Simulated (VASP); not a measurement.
# AlFe (Pm-3m) in VASP: a series of runs

Runs on AlFe. Level: PBE. Tasks: single point.

Everything below comes from runs of VASP 6.6.1. Logs are shortened: lines on timing, memory, paths and dates and some standing lists are left out, and cuts for length are marked.

### Step 1. The crystal as given

Symmetry: Pm-3m, No. 221, cubic system. The conventional cell has a = 2.910 Å, b = 2.910 Å, c = 2.910 Å, α = 90.00°, β = 90.00°, γ = 90.00°. Al (site symmetry m-3m) has 8 Fe at 2.52 Å as nearest neighbours. Around Fe (site symmetry m-3m) lie 8 Al at 2.52 Å.

### Step 2. Single point, PBE, collinear spin, typed start

INCAR

```
PREC = Accurate
ENCUT = 520
EDIFF = 1E-7
ISMEAR = -1
SIGMA = 0.05
LREAL = F
LASPH = T
NELM = 150
ALGO = Fast
ISIF = 2
LWAVE = F
LCHARG = F
ISPIN = 2
MAGMOM = 0 3
LORBIT = 11
LMAXMIX = 4
GGA = PE
NBANDS = 16
```

KPOINTS

```
regular mesh
0
Gamma
  12 12 12
```

POSCAR

```
AlFe
1.0
    2.9100000000      0.0000000000      0.0000000000
    0.0000000000      2.9100000000      0.0000000000
    0.0000000000      0.0000000000      2.9100000000
Al Fe
1 1
Direct
    0.0000000000      0.0000000000      0.0000000000
    0.5000000000      0.5000000000      0.5000000000
```

Potentials or basis: VASP PAW PBE potentials, release 64 (Al, Fe).

Started as:

```sh
$ cat potpaw_PBE.64/Al/POTCAR potpaw_PBE.64/Fe/POTCAR > POTCAR
$ mpirun -np 1 vasp_std > vasp.out
```

OUTCAR:

```text
PREC = Accurate
   ENCUT = 520
   EDIFF = 1E-7
   ISMEAR = -1
   LREAL = F
   LASPH = T
   NELM = 150
   ISIF = 2
   ISPIN = 2
   LORBIT = 11
   GGA = PE

 ion  position               nearest neighbor table
   1  0.000  0.000  0.000-   2 2.52   2 2.52   2 2.52   2 2.52   2 2.52   2 2.52   2 2.52   2 2.52

   2  0.500  0.500  0.500-   1 2.52   1 2.52   1 2.52   1 2.52   1 2.52   1 2.52   1 2.52   1 2.52

  LATTYP: Found a simple cubic cell.
 ALAT       =     2.9100000000

  Lattice vectors:

 A1 = (   2.9100000000,   0.0000000000,   0.0000000000)
 A2 = (   0.0000000000,   2.9100000000,   0.0000000000)
 A3 = (   0.0000000000,   0.0000000000,   2.9100000000)

Analysis of symmetry for initial positions (statically):
=====================================================================
 Subroutine PRICEL returns:
 Original cell was already a primitive cell.

 Routine SETGRP: Setting up the symmetry group for a
 simple cubic supercell.

 Subroutine GETGRP returns: Found 48 space group operations
 (whereof 48 operations were pure point group operations)
 out of a pool of 48 trial point group operations.

The static configuration has the point symmetry O_h .

Analysis of symmetry for dynamics (positions and initial velocities):
=====================================================================
 Subroutine PRICEL returns:
 Original cell was already a primitive cell.

 Routine SETGRP: Setting up the symmetry group for a
 simple cubic supercell.

 Subroutine GETGRP returns: Found 48 space group operations
 (whereof 48 operations were pure point group operations)
 out of a pool of 48 trial point group operations.

The dynamic configuration has the point symmetry O_h .

Analysis of structural, dynamic, and magnetic symmetry:
=====================================================================
 Subroutine PRICEL returns:
 Original cell was already a primitive cell.

 Routine SETGRP: Setting up the symmetry group for a
 simple cubic supercell.

 Subroutine GETGRP returns: Found 48 space group operations
 (whereof 48 operations were pure point group operations)
 out of a pool of 48 trial point group operations.

The overall configuration has the point symmetry O_h .

 Subroutine INISYM returns: Found 48 space group operations
 (whereof 48 operations are pure point group operations),
 and found     1 'primitive' translations

----------------------------------------------------------------------------------------

                                     Primitive cell

  volume of cell :      24.6422

  direct lattice vectors                    reciprocal lattice vectors
     2.910000000  0.000000000  0.000000000     0.343642612  0.000000000  0.000000000
     0.000000000  2.910000000  0.000000000     0.000000000  0.343642612  0.000000000
     0.000000000  0.000000000  2.910000000     0.000000000  0.000000000  0.343642612

  length of vectors
     2.910000000  2.910000000  2.910000000     0.343642612  0.343642612  0.343642612

  position of ions in fractional coordinates (direct lattice)
     0.000000000  0.000000000  0.000000000
     0.500000000  0.500000000  0.500000000

  ion indices of the primitive-cell ions
   primitive index   ion index
                 1           1
                 2           2

----------------------------------------------------------------------------------------

 KPOINTS: regular mesh

Automatic generation of k-mesh.
 Grid dimensions read from file:
 generate k-points for:   12   12   12

 Generating k-lattice:

  Cartesian coordinates                     Fractional coordinates (reciprocal lattice)
     0.028636884  0.000000000  0.000000000     0.083333333  0.000000000  0.000000000
     0.000000000  0.028636884  0.000000000     0.000000000  0.083333333  0.000000000
     0.000000000  0.000000000  0.028636884     0.000000000  0.000000000  0.083333333

  Length of vectors
     0.028636884  0.028636884  0.028636884

  Shift w.r.t. Gamma in fractional coordinates (k-lattice)
     0.000000000  0.000000000  0.000000000

 Subroutine IBZKPT returns following result:
 ===========================================

 Found     84 irreducible k-points:

 Following reciprocal coordinates:
            Coordinates               Weight
  0.000000  0.000000  0.000000      1.000000
  0.083333  0.000000  0.000000      6.000000
  0.166667  0.000000  0.000000      6.000000
  0.250000  0.000000  0.000000      6.000000
  0.333333  0.000000  0.000000      6.000000
  0.416667  0.000000  0.000000      6.000000
[... 16 lines left out ...]
  0.333333  0.333333  0.000000     12.000000
  0.416667  0.333333  0.000000     24.000000
 [... further k-points ...]
   k-points           NKPTS =     84   k-points in BZ     NKDIM =     84   number of bands    NBANDS=     16
   number of dos      NEDOS =    301   number of ions     NIONS =      2
   total plane-waves  NPLWV =  13824
   dimension x,y,z NGX =    24 NGY =   24 NGZ =   24
   dimension x,y,z NGXF=    48 NGYF=   48 NGZF=   48
   ions per type =               1   1
   NGX,Y,Z   is equivalent  to a cutoff of  13.71, 13.71, 13.71 a.u.
   NGXF,Y,Z  is equivalent  to a cutoff of  27.42, 27.42, 27.42 a.u.
 SYSTEM =  unknown system
   PREC   = accura    normal or accurate (medium, high low for compatibility)
   ISTART =      0    job   : 0-new  1-cont  2-samecut
   ICHARG =      2    charge: 1-file 2-atom 10-const
   ISPIN  =      2    spin polarized calculation?
   LNONCOLLINEAR =      F non collinear calculations
   LSORBIT =      F    spin-orbit coupling
   LASPH  =      T    aspherical Exc in radial PAW
   ENCUT  =  520.0 eV  38.22 Ry    6.18 a.u.   5.41  5.41  5.41*2*pi/ulx,y,z
   NELM   =    150;   NELMIN=  2; NELMDL= -5     # of ELM steps
   EDIFF  = 0.1E-06   stopping-criterion for ELM
   LREAL  =      F    real-space projection
   EDIFFG = 0.1E-05   stopping-criterion for IOM
   NSW    =      0    number of steps for IOM
   IBRION =     -1    ionic relax: 0-MD 1-quasi-New 2-CG
   NFREE  =      0    steps in history (QN), initial steepest desc. (CG)
   ISIF   =      2    stress and relaxation
   ISYM   =      2    0-nonsym 1-usesym 2-fastsym
   POTIM  = 0.5000    time-step for ionic-motion
   TEBEG  =    0.0;   TEEND  =   0.0 temperature during run
   PSTRESS=    0.0 pullay stress
   NELECT =      11.0000    total number of electrons
   NUPDOWN=      -1.0000    fix difference up-down
   EMIN   =  10.00;   EMAX   =-10.00  energy-range for DOS
   EFERMI =   0.00;   METHOD = LEGACY
   ISMEAR =    -1;   SIGMA  =   0.05  broadening in eV -4-tet -1-fermi 0-gaus
   EFERMI_NEDOS =   21; number of points for ismear=-14 and -15
   IALGO  =     68    algorithm
   IMIX   =      4    mixing-type and parameters
     AMIX     =   0.40;   BMIX     =  1.00
     AMIX_MAG =   1.60;   BMIX_MAG =  1.00
  volume/ion in A,a.u.               =      12.32        83.15
  Fermi-wavevector in a.u.,A,eV,Ry     =   1.251160  2.364349 21.298567  1.565401
  Thomas-Fermi vector in A             =   2.385120
   LORBIT       =     11    0 simple, 1 ext, 2 COOP (PROOUT), +10 PAW based schemes
   GGA     = PE    functional components
   LHFCALC =     F    Hartree Fock is set to
   AEXX    =    0.0000 exact exchange contribution
   IVDW    =     0    specifies the selected vdW correction
   LEPSILON=     F    determine dielectric tensor
   LRPA    =     F    only Hartree local field effects (RPA)
 spin polarized calculation
 RMM-DIIS sequential band-by-band and
  energy-cutoff  :      520.00
  volume of cell :       24.64
 maximum number of plane-waves:       691
 NGX is ok and might be reduce to    24
   NGX = 11   NGY = 11   NGZ = 11

 number of electron      10.9999994 magnetization       0.7370655

 Free energy of the ion-electron system (eV)
  ---------------------------------------------------
  ext. energy  EPLUGINS =         0.00000000
  ---------------------------------------------------
  free energy    TOTEN  =       -12.64188001 eV

  energy without entropy =      -12.62343408  energy(sigma->0) =      -12.63265705

 E-fermi :   7.6672     XC(G=0): -11.9718

 val. band max:        7.6669346564   @ k =   0.1667   0.0833   0.0833
 cond. band min:       7.6680877547   @ k =   0.5000   0.4167   0.4167
 fundamental gap:      0.0011530984
 Fermi energy:         7.6672015989

 spin component 1

 k-point     1 :       0.0000    0.0000    0.0000
  band No.  band energies     occupation
      1      -2.5604      1.00000
      2       5.2373      1.00000
      3       5.2373      1.00000
      4       7.2156      0.99988
      5       7.2157      0.99988
      6       7.2157      0.99988
[... 8 lines left out ...]
     15      28.9480      0.00000
     16      30.8799      0.00000
[... 419 lines left out ...]
 k-point    24 :       0.4167    0.3333    0.0000
  band No.  band energies     occupation
      1       1.9064      1.00000
      2       4.0725      1.00000
      3       5.6092      1.00000
      4       6.1981      1.00000
      5       6.5347      1.00000
      6       6.7141      1.00000
[... 8 lines left out ...]
     15      26.6543      0.00000
     16      29.6158      0.00000

 [... further k-points ...]

 spin component 2

 k-point     1 :       0.0000    0.0000    0.0000
  band No.  band energies     occupation
      1      -2.5594      1.00000
      2       5.6336      1.00000
      3       5.6336      1.00000
      4       8.0979      0.00018
      5       8.0979      0.00018
      6       8.0979      0.00018
[... 8 lines left out ...]
     15      28.9874      0.00000
     16      30.8528      0.00000
[... 419 lines left out ...]
 k-point    24 :       0.4167    0.3333    0.0000
  band No.  band energies     occupation
      1       1.9654      1.00000
      2       4.2744      1.00000
      3       5.8240      1.00000
      4       6.6321      1.00000
      5       7.3351      0.99870
      6       7.5379      0.93001
[... 8 lines left out ...]
     15      26.6118      0.00000
     16      29.5413      0.00000

 [... further k-points ...]
[... 5 lines left out ...]
  --------------------------------------------------------------------------------------
  -------------------------------------------------------------------------------------
  Total       -0.9093156     -0.9093156     -0.9093156      0.0000000      0.0000000     -0.0000000
  in kB      -59.1216127    -59.1216127    -59.1216127      0.0000000      0.0000000     -0.0000000
  external PRESSURE =     -59.1216127 kB  Pullay stress =       0.0000000 kB

 VOLUME and BASIS-vectors are now :
 -----------------------------------------------------------------------------
  energy-cutoff  :      520.00
  volume of cell :       24.64
      direct lattice vectors                 reciprocal lattice vectors
     2.910000000  0.000000000  0.000000000     0.343642612  0.000000000  0.000000000
     0.000000000  2.910000000  0.000000000     0.000000000  0.343642612  0.000000000
     0.000000000  0.000000000  2.910000000     0.000000000  0.000000000  0.343642612

 POSITION                                       TOTAL-FORCE (eV/Angst)
 -----------------------------------------------------------------------------------
      0.00000      0.00000      0.00000         0.000000      0.000000      0.000000
      1.45500      1.45500      1.45500         0.000000      0.000000      0.000000
 -----------------------------------------------------------------------------------
    total drift:                                0.000000     -0.000000     -0.000000

  FREE ENERGIE OF THE ION-ELECTRON SYSTEM (eV)
  ---------------------------------------------------
  free  energy   TOTEN  =       -12.6418800137 eV

  energy  without entropy=      -12.6234340799  energy(sigma->0) =      -12.63265705

 total charge

# of ion       s       p       d       tot
------------------------------------------
    1        0.395   0.420   0.000   0.815
    2        0.417   0.475   6.450   7.342
--------------------------------------------------
tot          0.812   0.895   6.450   8.157

 magnetization (x)

# of ion       s       p       d       tot
------------------------------------------
    1       -0.009  -0.017   0.000  -0.025
    2       -0.000   0.008   0.777   0.784
--------------------------------------------------
tot         -0.009  -0.009   0.777   0.758
```

Run time: 56 s. Hardware: 1 thread of Intel Xeon Platinum 8259CL at 2.50GHz (Skylake/Cascade Lake), shared host; peak memory 0.18 GiB.

Results:

* Free energy: -12.6419 eV
* Pressure: -5.9 GPa
* Band gap on the k mesh: none (metal or under the smearing width)
* Net moment: 0.74 μB per cell
* Site moments: Al -0.03; Fe +0.78 μB
* Valence electrons inside the program's atomic spheres: Al 0.81; Fe 7.34

(Continued in part 2 of 2.)
